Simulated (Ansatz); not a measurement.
# Mo/GaN/TaN: conductance against the thickness of the layer, part 4 of 8

Aim: the conductance of Mo/GaN/TaN junctions as the barrier thickens. The lower electrode is Mo bcc(001), the upper one TaN rock salt(001); the barrier is GaN zinc blende(001) (Ga and Ga faces). In the first transport cell, after relaxation, the nearest pair of electrode and barrier is Mo–Ga at 2.81 Å, at a slant, at the lower face and Ta–Ga at 2.73 Å, at a slant, at the upper one. All share a net of side 3.217 Å, which strains the lower electrode by +2.1 %, the upper one by +2.9 % and the barrier by +0.0 %, against typed lattice constants near PBE's. The first steps treat the bulk electrodes alone.

Ansatz 0.2.0; PBE DFT, plane waves, PAW files (the session's first sound run).

So far. Step 4 (Relaxing the interfaces): The largest force component on a free atom ends at 0.020 eV/Å. At one or more of this run's solves the program warned of density in the dipole ramp over its bound, where dipole, forces and levels can be off.

## Step 5: Transmission over a wide range of energy

This step: PBE DFT, plane waves, PAW files; ballistic transmission by layer matching between semi-infinite leads (Ansatz 0.2.0).

System of this step: Mo/GaN/TaN. The cell holds 44 atoms: 11 Mo, 5 Ga, 16 N and 12 Ta. Cell: a = 3.217 Å, b = 3.217 Å, c = 66.976 Å, α = 90.0°, β = 90.0°, γ = 90.0°. Regions: left electrode, 11 atoms (11 Mo); barrier, 9 atoms (5 Ga and 4 N); right electrode, 24 atoms (12 N and 12 Ta). Vacuum lies along c.

The relaxed core is set between ideal electrode layers (this cell holds 9 atomic planes between the electrodes; where that differs from the relaxed slab, whole periods were copied in or cut out without a new relaxation), which the solver continues as semi-infinite leads. A wide energy window on a coarse mesh (10×10) shows where the Fermi level lies against the barrier's bands; the projected density of states shows how far the metals' states reach in.

input.yaml reads:

```yaml
crystal:
  lattice:
    - [3.217, 0.0, 0.0]
    - [0.0, 3.217, 0.0]
    - [0.0, 0.0, 66.9758733452]
  atoms:
    - { symbol: Mo, position: [0.03145481, 0.67857205, 0.1045152478] }
    - { symbol: Mo, position: [0.53145481, 0.17857205, 0.127831134] }
    - { symbol: Mo, position: [0.03145481, 0.67857205, 0.1511470201] }
    - { symbol: Mo, position: [0.53145481, 0.17857205, 0.1744629063] }
    - { symbol: Mo, position: [0.03145481, 0.67857205, 0.1977787925] }
    - { symbol: Mo, position: [0.53145481, 0.17857205, 0.2210946786] }
    - { symbol: Mo, position: [0.03145481, 0.67857205, 0.2444105648] }
    - { symbol: Mo, position: [0.53145481, 0.17857205, 0.2677264509] }
    - { symbol: Mo, position: [0.03145481, 0.67857205, 0.2910423371] }
    - { symbol: Mo, position: [0.53145481, 0.17857205, 0.3143582233] }
    - { symbol: Mo, position: [0.03154349, 0.67832589, 0.3348901404] }
    - { symbol: Ga, position: [0.53188234, 0.17795848, 0.3596378596] }
    - { symbol: "N", position: [0.03199695, 0.17731485, 0.3778663453] }
    - { symbol: Ga, position: [0.03226836, 0.67726766, 0.394780767] }
    - { symbol: "N", position: [0.53236156, 0.67692438, 0.4118450197] }
    - { symbol: Ga, position: [0.53227641, 0.17684642, 0.4287726012] }
    - { symbol: "N", position: [0.03261228, 0.17650631, 0.445796625] }
    - { symbol: Ga, position: [0.02906163, 0.67636645, 0.4627167525] }
    - { symbol: "N", position: [0.5341895, 0.67582422, 0.479837722] }
    - { symbol: Ga, position: [0.46025855, 0.17505346, 0.4971767875] }
    - { symbol: "N", position: [0.73891474, 0.68617268, 0.5357058907] }
    - { symbol: Ta, position: [0.23660487, 0.18515706, 0.5364866797] }
    - { symbol: "N", position: [0.17818251, 0.23889152, 0.5689512158] }
    - { symbol: Ta, position: [0.67818251, 0.73889152, 0.5689512158] }
    - { symbol: "N", position: [0.67818251, 0.73889152, 0.6016045694] }
    - { symbol: Ta, position: [0.17818251, 0.23889152, 0.6016045694] }
    - { symbol: "N", position: [0.17818251, 0.23889152, 0.6342579231] }
    - { symbol: Ta, position: [0.67818251, 0.73889152, 0.6342579231] }
    - { symbol: "N", position: [0.67818251, 0.73889152, 0.6669112767] }
    - { symbol: Ta, position: [0.17818251, 0.23889152, 0.6669112767] }
    - { symbol: "N", position: [0.17818251, 0.23889152, 0.6995646303] }
    - { symbol: Ta, position: [0.67818251, 0.73889152, 0.6995646303] }
    - { symbol: "N", position: [0.67818251, 0.73889152, 0.732217984] }
    - { symbol: Ta, position: [0.17818251, 0.23889152, 0.732217984] }
    - { symbol: "N", position: [0.17818251, 0.23889152, 0.7648713376] }
    - { symbol: Ta, position: [0.67818251, 0.73889152, 0.7648713376] }
    - { symbol: "N", position: [0.67818251, 0.73889152, 0.7975246913] }
    - { symbol: Ta, position: [0.17818251, 0.23889152, 0.7975246913] }
    - { symbol: "N", position: [0.17818251, 0.23889152, 0.8301780449] }
    - { symbol: Ta, position: [0.67818251, 0.73889152, 0.8301780449] }
    - { symbol: "N", position: [0.67818251, 0.73889152, 0.8628313985] }
    - { symbol: Ta, position: [0.17818251, 0.23889152, 0.8628313985] }
    - { symbol: "N", position: [0.17818251, 0.23889152, 0.8954847522] }
    - { symbol: Ta, position: [0.67818251, 0.73889152, 0.8954847522] }
kpoints:
  mp_grid: { grid: [8, 8, 1] }
scf:
  occupations: { method: fermi_dirac, width: 0.1 }
  max_iter: 150
hamiltonian:
  xc: pbe
output:
  transmission:
    kmesh: [10, 10]
    e_range: [-2.5, 2.5]
    de: 0.1
    leads: [[4, 5], [32, 34]]
  dos: { projected: true, e_range: [-6, 5], de: 0.05 }
  write_potential: true
  write_density: true
  volumetric_format: npy
  elf: true
```

Started as:

```sh
ansatz run input.yaml --threads 8 --pin off --max-ram 24576MiB --backend cpu --events-out ev --progress --plain --runs-dir out
```

Numbers of over 12 decimals in the logs are rounded to 6 here.

The program printed:

```text
[...]
Crystal: 44 atoms, lattice volume = 693.139 Å³
Basis set: ecut = 420 eV, 13551 PW (Γ)
Bands: 273, of which v1, the nominal top of the filled ones, is band 228 counted from 1 (227 counted from 0)
Symmetry: 1 space group operations
[...]
k-points: 34 of 64 (time reversal used)
[...]
SCF iter   1: F=—  HF=-198779.739778 eV  |F-HF|=—  |Δ(HF+E_count)|=         —  Δρ=7.91e-3  dr2=5.71e1  ethr=1.77e-3  ⟨swp⟩=7.8  Hψ=41997  notcnv=0
[...]
SCF iter  11: F=-198779.549374 eV  HF=-198779.549374 eV  |F-HF|=1.08e-8  |Δ(HF+E_count)|=   8.53e-9  Δρ=7.65e-7  dr2=1.85e-8  ethr=2.20e-11  ⟨swp⟩=6.7  Hψ=23575  notcnv=0
SCF 1 converged in 11 iterations: F = -198779.549374 eV  dr2 = 1.85e-8
[...]
transmission: 344 of 3432 steps passed
transmission: 692 of 3432 steps passed
[...]
transmission: 3432 of 3432 steps passed
WARN: The output density's exchange-correlation potential varies sharply where the density is thin. Do not read a vacuum level from v_tot or v_xc, or from such a field of the output density. On a cell that repeats whose density bears no net charge and no dipole along the vacuum's axis use v_es (v_loc + v_h of the components); under efield.dipole_correction with no amplitude use v_es + v_field, which holds any externa [...]
SCF converged after 11 iterations
Free energy (F): -198779.549374 eV
[...]
Internal energy: -198778.801203 eV  (E = F + TS)
E sigma→0 (E₀):  -198779.175288 eV
Entropy (-TS):   -0.748171 eV (-17.004 meV/atom)
Fermi energy:    14.125042 eV
[...]
--- Band table (eV; the first three rows and the last of 34) ---
  k-point 0: bands = [... 224 lower, 13.0840, 13.0865, 13.1961, 13.3407, 13.3419, 13.3625, 13.4396, 13.5532, ... 41 higher]
  k-point 1: bands = [... 224 lower, 13.0173, 13.2610, 13.3111, 13.3319, 13.3908, 13.5257, 13.5605, 13.6305, ... 41 higher]
  k-point 2: bands = [... 224 lower, 13.4346, 13.4617, 13.6204, 13.6445, 13.6997, 13.8147, 13.9035, 14.0067, ... 41 higher]
  k-point 33: bands = [... 224 lower, 14.3506, 14.5953, 14.6598, 14.9833, 15.0002, 15.0888, 15.4240, 15.4685, ... 41 higher]
--- Transmission ---
  basis      : 89 plane waves across, 66 finite elements along
  points     : 52, standing for a mesh of 10 x 10
  energies   : 51 from -2.500000 to 2.500000 eV about the Fermi level, 0.100000 eV apart; the leads are filled to 0.000000 eV, and channels, transmission and decay are at 0.000000 eV
  crystal 0  : Mo1, at the sites [4, 5], period 1.5616 Å, over 15.62 Å; its Hamiltonian steps by up to 52.8 meV: too much for a lead, lay more layers or, if its atoms are ordered, name the step of that order
    offset         : up to 0.0000 Å between an atom of the period and one for which it stands
    channels       : 1.700000e0 a spin
    conductance    : none, the energies end too early or step too widely for 300 K: set another output.transmission.e_range or a lower de, or, where they end at an eighth of basis.ecutwfc, a higher one
    slowest decay  : 0.0366 /Å at (0.2000, 0.5000)
  crystal 1  : N1Ta1, at the sites [32, 34], period 2.1870 Å, over 24.06 Å; its Hamiltonian steps by up to 8.5 meV
[...]
channels       : 1.860000e0 a spin
[...]
slowest decay  : 0.0390 /Å at (-0.3000, 0.1000)
  junction   : crystal 0 to crystal 1, 14.73 to 47.25 Å
    transmission   : 1.049861e-3 a spin
[...]
```

It took 7.7 min on 8 threads of Arm Neoverse V1, shared host; peak memory 11 GiB.

Reading the cycles: dr2 is the Hartree energy of the density residual (eV), the measure of convergence; HF is the Harris–Foulkes estimate of the energy, which meets the free energy F at convergence.

Numbers from this step:

```
free energy                                         : -198779.5494 eV
Fermi energy                                        : 14.13 eV
level to which the leads are filled                 : 0 eV from the Fermi level
transmission at the Fermi level (a spin, zone mean) : 0.001050
channels of the lower lead                          : 1.7
channels of the upper lead                          : 1.86
potential step in the lower lead                    : 52.8 meV
potential step in the upper lead                    : 8.5 meV
```

One spin. Transmission, zone mean against energy, zero at the Fermi level:

energy (eV), transmission, zone mean and a bar:
```
    -2.50     0.0109 ###
    -2.30     0.0107 ###
    -2.20     0.0186 ######
    -2.00     0.0284 #########
    -1.90     0.0661 #####################
    -1.80     0.0247 ########
    -1.60     0.0231 #######
    -1.50     0.0092 ###
    -1.30     0.0087 ###
    -1.10     0.0022 
    -0.90     0.0009 
    -0.80     0.0008 
    -0.60     0.0008 
    -0.40     0.0017 
    -0.30     0.0010 
    -0.10     0.0010 
     0.00     0.0010 
     0.10     0.0011 
     0.30     0.0019 
     0.40     0.0011 
     0.60     0.0021 
     0.80     0.0032 #
     0.90     0.0039 #
     1.10     0.0067 ##
     1.30     0.0109 ###
     1.50     0.0199 ######
     1.60     0.0286 #########
     1.80     0.0280 #########
     2.00     0.0372 ############
     2.20     0.0522 #################
     2.30     0.0589 ###################
     2.50     0.0929 ##############################
```

One spin. Table of open channels, zone mean by energy, zero at the Fermi level:

```
energy (eV)  lower lead  upper lead
      -2.50        2.05        0.79
      -2.40        1.71        0.83
      -2.20        1.95        1.07
      -2.10        2.11        1.07
      -2.00        2.11        1.17
      -1.80        2.95        1.25
      -1.70        3.43        1.25
      -1.60        3.63        1.36
      -1.40        2.76         1.4
      -1.30        2.56        1.44
      -1.10        2.02        1.72
      -1.00        1.94        1.64
      -0.90        1.78         1.8
      -0.70        1.66         1.8
      -0.60        1.54         1.8
      -0.50        1.42        1.84
      -0.30        1.62         1.8
      -0.20         1.7        1.92
      -0.10         1.7         1.7
       0.00         1.7        1.86
       0.10        1.78         1.9
       0.20        1.94        2.18
       0.30        2.14         2.3
       0.50        2.34        2.26
       0.60        2.42        2.34
       0.70        2.58        2.46
       0.90        3.02        2.34
       1.00        3.06        2.34
       1.10        3.02        2.38
       1.30        3.02        2.94
       1.40        2.75        2.78
       1.60        2.87        2.99
       1.70        2.71        3.15
       1.80        2.31        3.27
       2.00        2.42         2.8
       2.10        2.84        2.56
       2.20         2.8        2.24
       2.40        2.74        2.16
       2.50         2.6        2.04
```

Transmission over k1 and k2. At 0.0000 eV from the Fermi level.

Ten even steps from '_' (0.00 × 1e-3) to '@' (7.83 × 1e-3):
```
--..____==@@::____..
____________________
________..__..______
______--::**::..____
__..____%%@@%%____..
______..::**::--____
________..__..______
____________________
--..____::@@==____..
@@==______________==
```
Columns: k1 (b1) from -0.5 to 0.4; rows upwards: k2 (b2) from -0.5 to 0.4.

Open channels of the lower lead over k1 and k2. At 0.0000 eV from the Fermi level.

Ten even steps from '_' (0.00) to '@' (4.00):
```
++::____##@@##____::
________++##++______
______::++++++::____
@@##++++@@@@@@++++##
@@@@##++@@@@@@++##@@
@@##++++@@@@@@++++##
______::++++++::____
________++##++______
++::____##@@##____::
++++____@@@@@@____++
```
Columns: k1 (b1) from -0.5 to 0.4; rows upwards: k2 (b2) from -0.5 to 0.4.

Open channels of the upper lead over k1 and k2. At 0.0000 eV from the Fermi level.

Values, 10 rows by 10 columns:
```
2.00 2.00 2.00 2.00 2.00 2.00 2.00 2.00 2.00 2.00
2.00 2.00 2.00 3.00 0.00 1.00 0.00 3.00 2.00 2.00
2.00 2.00 3.00 2.00 2.00 2.00 2.00 2.00 3.00 2.00
2.00 2.00 0.00 2.00 2.00 2.00 2.00 2.00 0.00 2.00
0.00 2.00 1.00 2.00 2.00 4.00 2.00 2.00 1.00 2.00
2.00 2.00 0.00 2.00 2.00 2.00 2.00 2.00 0.00 2.00
2.00 2.00 3.00 2.00 2.00 2.00 2.00 2.00 3.00 2.00
2.00 2.00 2.00 3.00 0.00 1.00 0.00 3.00 2.00 2.00
2.00 2.00 2.00 2.00 2.00 2.00 2.00 2.00 2.00 2.00
2.00 2.00 2.00 2.00 2.00 0.00 2.00 2.00 2.00 2.00
```
Columns: k1 (b1) from -0.5 to 0.4; rows upwards: k2 (b2) from -0.5 to 0.4.

Projected DOS an atom over height of the atomic layer and energy from the Fermi level. Layers: Mo Mo Mo Mo Mo Mo Mo Mo Mo Mo Mo Ga N Ga N Ga N Ga N Ga TaN TaN TaN TaN TaN TaN TaN TaN TaN TaN TaN TaN; projections on atoms miss part of the total, and the computed bands can run out at the top of the range; a column is the mean of 2 neighbouring layers, the last of those left over.

Ten even steps from '0' (0.01 states/eV) to '9' (2.16 states/eV), each cell a mean:
```
9766620000233334
6555520000222223
5444320000221122
5333320000222223
5222220000222222
8222240000111112
5222240000111111
4433330001111111
6666420002111111
6788630111111111
6445531112100000
7555532322000000
6887833332000000
7666733332000000
3433522332000000
4787632232000000
3655622222100001
2555522211200001
0233312211311113
0001111111311113
0000000001322223
0000000102333334
```
Columns: height of the atomic layer (Å) from 7.78 to 58.9 (not evenly spaced); rows upwards: energy from the Fermi level (eV) from -6 to 1.45.

Valence density in the ca plane at fractional y = 0.177, with atoms of Mo and Ga and N and Ta within 0.2 Å of it. It is the smooth field of the valence electrons, not physical close to the nuclei.

Ten steps, logarithmic in the rise over the least value, from '0' (0 e/Å³) to '9' (38 e/Å³), each cell a mean:
```
01111100001111110000012443100000012344210000
11233211011333110011222221000000122222100000
12455421013555310014763100000001475210000000
12566521013566410115994100000002698310000001
12455421013555310014763100000001475210000001
11233211011333210011222221000000122222100000
01111100001111110000012443100000012344210000
00000000000000100000013444200000002444310000
```
Columns run along c (16.0 Å, from fractional 0.25 to 0.49 of the cell), rows up along a (3.2 Å). Atoms in or near the plane, at fractional coordinates: Mo at (0.27, 0.53), Mo at (0.31, 0.53), Ga at (0.36, 0.53), N at (0.38, 0.03), Ga at (0.43, 0.53), N at (0.45, 0.03).

Electrostatic potential energy in the ca plane at fractional y = 0.177, with atoms of Mo and Ga and N and Ta within 0.2 Å of it. With pseudopotentials it is smooth inside the atoms' cores, unlike the true potential.

Ten even steps from '0' (-51 eV) to '9' (17 eV), each cell a mean:
```
99997337999999999999987789999999866679999999
97778889999999888999999999999999988899999999
76666899999998666899999999999999999999999999
76666899999986666799876789999999988889999999
76666899999986666788632258988899754578988899
97778889999997666898510037852488620147852488
99997337999999888998510047830278510037830278
99995005999999999999743468964588631258964588
```
Columns run along c (16.0 Å, from fractional 0.42 to 0.66 of the cell; values clipped at the 3rd and 97th percentile), rows up along a (3.2 Å). Atoms in or near the plane, at fractional coordinates: Ga at (0.43, 0.53), N at (0.45, 0.03), Ga at (0.50, 0.46), Ta at (0.54, 0.24), N at (0.57, 0.18), Ta at (0.60, 0.18), N at (0.63, 0.18).

ELF in the ca plane at fractional y = 0.177, with atoms of Mo and Ga and N and Ta within 0.2 Å of it. It is the smooth field of the valence electrons, not physical close to the nuclei.

Values, 5 rows by 16 columns, each cell a mean:
```
0.16 0.61 0.69 0.21 0.07 0.20 0.29 0.16 0.19 0.27 0.49 0.24 0.30 0.22 0.46 0.35
0.15 0.20 0.32 0.05 0.13 0.17 0.32 0.20 0.18 0.22 0.19 0.20 0.20 0.20 0.20 0.20
0.13 0.13 0.16 0.03 0.15 0.08 0.41 0.36 0.49 0.31 0.53 0.25 0.34 0.23 0.50 0.37
0.18 0.46 0.64 0.14 0.13 0.19 0.55 0.50 0.44 0.47 0.65 0.44 0.59 0.43 0.66 0.57
0.14 0.67 0.53 0.31 0.08 0.33 0.60 0.42 0.60 0.47 0.68 0.43 0.61 0.42 0.68 0.57
```
Columns run along c (16.0 Å, from fractional 0.42 to 0.66 of the cell), rows up along a (3.2 Å). Atoms in or near the plane, at fractional coordinates: Ga at (0.43, 0.53), N at (0.45, 0.03), Ga at (0.50, 0.46), Ta at (0.54, 0.24), N at (0.57, 0.18), Ta at (0.60, 0.18), N at (0.63, 0.18).

At the Fermi level the transmission is 0.0010, as a zone mean for one spin on this coarse mesh. At the Fermi level the layers of this cell's barrier hold from 0.0087 to 0.25 states an eV and atom. In the worse lead the potential repeats within 53 meV, which the program flags as too much for a lead, so G carries that doubt.

[end of part 4 of 8]

[Logs are printed without paths, hosts, clocks, repeated set-up lines and the standing remarks that a program may print on its own settings, such as how far it seeks lower states.]

[Hosts, paths, dates, database ids (printed as entryN), source tags and the programs' standing remarks are cut or masked in the printed files.]
